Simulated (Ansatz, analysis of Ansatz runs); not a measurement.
# Substitutional Se in Si: charge-transition level against experiment

How near does this set-up come to the measured charge-transition level? Subject: substitutional Se in Si. Set-up: r2SCAN, 64-site cell, r2SCAN lattice, 500 eV, k: the single point 1/4 1/4 1/4 then 2x2x2 shifted 0.5 0.5 0.5. The model is a cell of 64 host atoms with 1 Si taken out and 1 Se put in. The level is the Fermi energy at which two charge states have equal formation energy, after a correction for the images of the charge. A meta-GGA costs about twice a GGA and mends lattice constants and part of the gap.

Measured beforehand: (+1/0) level below the conduction-band bottom, printed as 307 meV: 0.307 eV, by binding energy of Se0 quoted from literature (method not stated in this paper) (quoted in “Spin relaxation and donor-acceptor recombination of Se+ in 28-silicon”, 2015, R. Lo Nardo et al., quoting earlier work (1984)). (+2/+1) level below the conduction-band bottom, printed as 593 meV: 0.593 eV, by thermal ionisation energy of Se+ quoted from literature (method not stated in this paper) (quoted in “Spin relaxation and donor-acceptor recombination of Se+ in 28-silicon”, 2015, R. Lo Nardo et al., quoting earlier work (1982)).

Method: plane-wave PAW DFT, r2SCAN; relaxation of all atoms of a defect supercell, in Ansatz 0.2.0.

Report form: the programs' logs are mostly left out.

## Step 1: Starting point

The cell holds 64 atoms: 63 Si and 1 Se. Its edges and angles: a = 10.888 Å, b = 10.888 Å, c = 10.888 Å, α = 90.0°, β = 90.0°, γ = 90.0°. It derives from Si (space group Fd-3m). Nearest the centre at fractional (0.375, 0.375, 0.375): Se8 at 0.00 Å, Si4 at 2.36 Å, Si27 at 2.36 Å, Si42 at 2.36 Å, Si49 at 2.36 Å, Si15 at 3.85 Å, Si7 at 3.85 Å, Si5 at 3.85 Å. The cell carries charge +2.

The host's primitive cell comes from a first run (plane-wave PAW DFT, r2SCAN; relaxation of the host's cell and atoms): vectors of 3.850, 3.850 and 3.850 Å. That is 20.17 Å³ an atom, 0.7 % over the diffraction cell's volume. The supercell is built on it.

## Step 2: Relaxation, charge +2

Every later number rests on the structure around the defect, so the atoms are relaxed at the host's lattice first.

relax0/input.yaml reads:

```yaml
relax:
  f_tol: 0.02
  max_steps: 80
  random_displacement: { amplitude: 0.05, seed: 414 }
crystal:
  lattice:
    - [10.88847935, 0.0, 0.0]
    - [0.0, 10.88847935, 0.0]
    - [0.0, 0.0, 10.88847935]
  atoms:
    - { symbol: Si, position: [0.0, 0.0, 0.25] }
    - { symbol: Si, position: [0.0, 0.25, 0.0] }
    - { symbol: Si, position: [0.25, 0.0, 0.0] }
    - { symbol: Si, position: [0.25, 0.25, 0.25] }
    - { symbol: Si, position: [0.125, 0.125, 0.375] }
    - { symbol: Si, position: [0.125, 0.375, 0.125] }
    - { symbol: Si, position: [0.375, 0.125, 0.125] }
    - { symbol: Se, position: [0.375, 0.375, 0.375] }
    - { symbol: Si, position: [0.0, 0.0, 0.75] }
    - { symbol: Si, position: [0.0, 0.25, 0.5] }
    - { symbol: Si, position: [0.25, 0.0, 0.5] }
    - { symbol: Si, position: [0.25, 0.25, 0.75] }
    - { symbol: Si, position: [0.125, 0.125, 0.875] }
    - { symbol: Si, position: [0.125, 0.375, 0.625] }
    - { symbol: Si, position: [0.375, 0.125, 0.625] }
    - { symbol: Si, position: [0.375, 0.375, 0.875] }
    - { symbol: Si, position: [0.0, 0.5, 0.25] }
    - { symbol: Si, position: [0.0, 0.75, 0.0] }
    - { symbol: Si, position: [0.25, 0.5, 0.0] }
    - { symbol: Si, position: [0.25, 0.75, 0.25] }
    - { symbol: Si, position: [0.125, 0.625, 0.375] }
    - { symbol: Si, position: [0.125, 0.875, 0.125] }
    - { symbol: Si, position: [0.375, 0.625, 0.125] }
    - { symbol: Si, position: [0.375, 0.875, 0.375] }
    - { symbol: Si, position: [0.0, 0.5, 0.75] }
    - { symbol: Si, position: [0.0, 0.75, 0.5] }
    - { symbol: Si, position: [0.25, 0.5, 0.5] }
    - { symbol: Si, position: [0.25, 0.75, 0.75] }
    - { symbol: Si, position: [0.125, 0.625, 0.875] }
    - { symbol: Si, position: [0.125, 0.875, 0.625] }
    - { symbol: Si, position: [0.375, 0.625, 0.625] }
    - { symbol: Si, position: [0.375, 0.875, 0.875] }
    - { symbol: Si, position: [0.5, 0.0, 0.25] }
    - { symbol: Si, position: [0.5, 0.25, 0.0] }
    - { symbol: Si, position: [0.75, 0.0, 0.0] }
    - { symbol: Si, position: [0.75, 0.25, 0.25] }
    - { symbol: Si, position: [0.625, 0.125, 0.375] }
    - { symbol: Si, position: [0.625, 0.375, 0.125] }
    - { symbol: Si, position: [0.875, 0.125, 0.125] }
    - { symbol: Si, position: [0.875, 0.375, 0.375] }
    - { symbol: Si, position: [0.5, 0.0, 0.75] }
    - { symbol: Si, position: [0.5, 0.25, 0.5] }
    - { symbol: Si, position: [0.75, 0.0, 0.5] }
    - { symbol: Si, position: [0.75, 0.25, 0.75] }
    - { symbol: Si, position: [0.625, 0.125, 0.875] }
    - { symbol: Si, position: [0.625, 0.375, 0.625] }
    - { symbol: Si, position: [0.875, 0.125, 0.625] }
    - { symbol: Si, position: [0.875, 0.375, 0.875] }
    - { symbol: Si, position: [0.5, 0.5, 0.25] }
    - { symbol: Si, position: [0.5, 0.75, 0.0] }
    - { symbol: Si, position: [0.75, 0.5, 0.0] }
    - { symbol: Si, position: [0.75, 0.75, 0.25] }
    - { symbol: Si, position: [0.625, 0.625, 0.375] }
    - { symbol: Si, position: [0.625, 0.875, 0.125] }
    - { symbol: Si, position: [0.875, 0.625, 0.125] }
    - { symbol: Si, position: [0.875, 0.875, 0.375] }
    - { symbol: Si, position: [0.5, 0.5, 0.75] }
    - { symbol: Si, position: [0.5, 0.75, 0.5] }
    - { symbol: Si, position: [0.75, 0.5, 0.5] }
    - { symbol: Si, position: [0.75, 0.75, 0.75] }
    - { symbol: Si, position: [0.625, 0.625, 0.875] }
    - { symbol: Si, position: [0.625, 0.875, 0.625] }
    - { symbol: Si, position: [0.875, 0.625, 0.625] }
    - { symbol: Si, position: [0.875, 0.875, 0.875] }
  host:
    repeats: [2, 2, 2]
    atoms:
      - { symbol: Si, position: [0.0, 0.0, 0.5] }
      - { symbol: Si, position: [0.0, 0.5, 0.0] }
      # ... 6 more atoms of the perfect host
total_charge: 2
basis:
  ecutwfc: 500
  xc_grid: 2
hamiltonian:
  xc: r2scan
kpoints:
  mp_grid: { grid: [1, 1, 1], shift: [0.25, 0.25, 0.25] }
scf:
  occupations: { method: fermi_dirac, width: 0.01 }
  max_iter: 120
output:
  forces: true
  charged_corrections:
    epsilon: 13.32
    static_epsilon: 13.32
    defect_position: [0.375, 0.375, 0.375]
checkpoint:
  write: "../relax0.run"
  compress: false
  write_wavefunctions: true
  write_every: 100000
```

On the command line:

```bash
$ ansatz run input.yaml --threads 4 --pin off --max-ram 7536MiB --backend cpu --events-out ev --progress --plain --runs-dir out
```

The job ended after 2.1 min (4 threads of Arm Neoverse V1, shared host; peak memory 2.2 GiB; 8.2 min of CPU time).

Relaxation path:

```csv
step,energy less that of the first step (eV),largest force component (eV/Å)
1,0.0000,1.8094
2,-1.4998,0.3926
3,-1.5930,0.1008
4,-1.5930,0.1046
5,-1.5930,0.1005
6,-1.5930,0.1039
7,-1.5964,0.0184
```

Relaxation steps 4, 6 were tried and not accepted.

The atoms that moved most (Å, from the sites as typed, ahead of the random displacement, the mean shift of all atoms taken out):

```csv
atom,dx,dy,dz,length
Si4,-0.101,-0.102,-0.102,0.176
Si27,-0.072,0.089,0.089,0.145
Si49,0.088,0.088,-0.071,0.143
Si42,0.088,-0.071,0.087,0.143
Si31,0.045,0.022,0.022,0.054
Si53,0.022,0.021,0.044,0.054
Si46,0.021,0.044,0.022,0.053
Si7,0.028,-0.024,-0.025,0.044
```

Neighbours of Se8 at the end:

| atom | distance (Å) |
| --- | --- |
| Si4 | 2.503 |
| Si42 | 2.510 |
| Si49 | 2.511 |
| Si27 | 2.513 |
| Si6 | 3.858 |
| Si5 | 3.859 |
| Si7 | 3.859 |
| Si38 | 3.868 |
| Si15 | 3.868 |
| Si37 | 3.868 |
| Si23 | 3.869 |
| Si21 | 3.869 |
| Si14 | 3.870 |
| Si46 | 3.906 |
| Si53 | 3.906 |
| Si31 | 3.907 |

This step gave:

```yaml
free_energy: -45751.4605 eV
```

The other runs of this kind differ in structure, charge or spin alone:

```csv
run,outcome,energy less the first (eV),moment (μB),time
"relaxation, charge +2",converged,0.0000,0.00,2.1 min
"relaxation, charge +1",converged,6.7148,1.00,5.5 min
"relaxation, charge 0",converged,13.5631,0.00,1.7 min
```

The relaxation ends 25 meV an atom lower than the displaced start, with a largest force component of 0.018 eV/Å.

## Step 3: Single point, charge +2

The relaxed structure is kept, and the final numbers are taken at the final level and k-points.

This step: plane-wave PAW DFT, r2SCAN; single point of a defect supercell.

point0/input.yaml reads:

```yaml
crystal:
  lattice:
    - [10.88847935, 0.0, 0.0]
    - [0.0, 10.88847935, 0.0]
    - [0.0, 0.0, 10.88847935]
  atoms:
    - { symbol: Si, position: [-0.000960627, -0.001212793, 0.248346339] }
    - { symbol: Si, position: [-0.000911465, 0.248344396, -0.001244585] }
[... 1 atom line left out ...]
    - { symbol: Si, position: [0.240960963, 0.240590566, 0.240618617] }
[... 3 atom lines left out ...]
    - { symbol: Se, position: [0.373635554, 0.373310521, 0.37335435] }
[... 5 atom lines left out ...]
    - { symbol: Si, position: [0.124007924, 0.372514848, 0.62630381] }
    - { symbol: Si, position: [0.372828934, 0.123757709, 0.62619631] }
[... 5 atom lines left out ...]
    - { symbol: Si, position: [0.124040484, 0.626252704, 0.372548538] }
[... 1 atom line left out ...]
    - { symbol: Si, position: [0.372833906, 0.626239761, 0.123782251] }
[... 3 atom lines left out ...]
    - { symbol: Si, position: [0.243623704, 0.50816473, 0.508222113] }
[... 3 atom lines left out ...]
    - { symbol: Si, position: [0.379347927, 0.626987114, 0.626997244] }
[... 5 atom lines left out ...]
    - { symbol: Si, position: [0.626531553, 0.123787703, 0.372506751] }
    - { symbol: Si, position: [0.62649089, 0.372480945, 0.123848517] }
[... 3 atom lines left out ...]
    - { symbol: Si, position: [0.508349054, 0.243437524, 0.50802306] }
[... 6 atom lines left out ...]
    - { symbol: Si, position: [0.508337898, 0.508033683, 0.243473311] }
[... 14 atom lines left out ...]
    - { symbol: Si, position: [0.875511154, 0.875267559, 0.87527271] }
  host:
    repeats: [2, 2, 2]
    atoms:
      - { symbol: Si, position: [0.0, 0.0, 0.5] }
      - { symbol: Si, position: [0.0, 0.5, 0.0] }
      # ... 6 more atoms of the perfect host
total_charge: 2
basis:
  ecutwfc: 500
  xc_grid: 2
hamiltonian:
  xc: r2scan
kpoints:
  mp_grid: { grid: [2, 2, 2], shift: [0.5, 0.5, 0.5] }
scf:
  occupations: { method: fermi_dirac, width: 0.01 }
  max_iter: 120
output:
  forces: true
  charged_corrections:
    epsilon: 13.32
    static_epsilon: 13.32
    defect_position: [0.375, 0.375, 0.375]
  eigenvalues: true
checkpoint:
  read: "../relax0.run"
  write: "../point0.run"
  compress: false
  write_wavefunctions: true
  write_every: 100000
```

Wall time 99 s (4 threads); peak memory 5.7 GiB; 6.5 min of CPU time.

Numbers from this step:

- free energy: -45751.4305 eV

The other runs of this kind differ in structure, charge or spin alone:

```
                    run    outcome  energy less the first (eV)  moment (μB)     time
single point, charge +2  converged                      0.0000         0.00     99 s
single point, charge +1  converged                      6.7481         1.00    5 min
 single point, charge 0  converged                     13.6478         0.00  1.8 min
```

## Step 4: Charge-transition levels

A charged cell feels its images and has its own zero of potential; this step corrects both and places the level between the host's band edges.

This step: place-levels on r2SCAN runs: charge-transition levels with image-charge correction and potential alignment at the atomic sites.

levels.yaml reads:

```yaml
host:
  run: host.point.run
states: [point0.run, point1.run, point2.run]
geometry_from:
  point0.run: relax0.run
  point1.run: relax1.run
  point2.run: relax2.run
  host.point.run: host.relax.run
```

On the command line:

```bash
$ ansatz place-levels levels.yaml -- --threads 4 --pin off --max-ram 7536MiB
```

The job ended after 0.2 s (4 threads).

This step gave:

| Property | Result |
| --- | --- |
| gap | 0.7570 eV |

## Step 5: Summary of results

| Property | Result |
| --- | --- |
| static dielectric constant used | 13.3 |
| band gap of the host | 0.76 eV |
| (plus 2/plus 1) level below the conduction-band bottom | 0.57 eV |
| (plus 1/0) level below the conduction-band bottom | 0.18 eV |
| time of the whole chain | 18 min on 4 threads |

(+1/0) level below the conduction-band bottom: computed 0.18 eV, measured 0.307 eV; 0.13 eV shallower than the measurement. (+2/+1) level below the conduction-band bottom: computed 0.57 eV, measured 0.593 eV; 0.02 eV shallower than the measurement. The level is counted in a gap of 0.76 eV, and the correction is screened by a dielectric constant of 13.3 from a linear-response run on the host (PBEsol). Levels hang on the band edges, which semilocal functionals place too close together.

[Logs are printed without paths, hosts, clocks, repeated set-up lines and the standing remarks that a program may print on its own settings, such as how far it seeks lower states.]

[Hosts, paths, dates, database ids (printed as entryN), source tags and the programs' standing remarks are cut or masked in the printed files.]

[For some hosts the program warned that the k-mesh of the response run may be too coarse for force constants and the static dielectric constant; such warnings are not shown here.]
